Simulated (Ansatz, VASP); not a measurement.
# Pd: VASP beside Ansatz

```
Pd
1.0
    -1.54327    1.54327    1.54327
     1.54327   -1.54327    1.54327
     1.54327    1.54327   -1.54327
Pd
1
Cartesian
  0.0000 0.0000 0.0000
```

Alike in both runs: functional PBEsol; k mesh 8 × 8 × 8; occupations gaussian, width 0.1 eV; no spin polarisation.

Ansatz relaxed the structure, and its values are those at the end. VASP's run is a single point on that final structure, the one shown.

|  | VASP | Ansatz |
| --- | --- | --- |
| version | VASP 6.6.1 | Ansatz 0.2.0 |
| potentials or method | VASP PAW PBE potentials, release 64 (Pd) | scalar-relativistic, plane waves, PAW |
| plane-wave cutoff (eV) | 520 | 420 |
| valence electrons in the cell | 10 | 18 |

```csv
,VASP,Ansatz,Ansatz less VASP
gap on the k mesh at the Fermi level (eV),none,none,-
pressure (GPa),-0.4,0.0,+0.37
```

A gap of «none» marks a metal or a gap that the smearing closes. The functional is the same, so the differences come from potentials, cutoffs and numerics. The two sets of potentials don't hold the same shells in valence.

Caveats: the PAW data sets were made with another functional, which shifts forces and pressure a little (VASP).
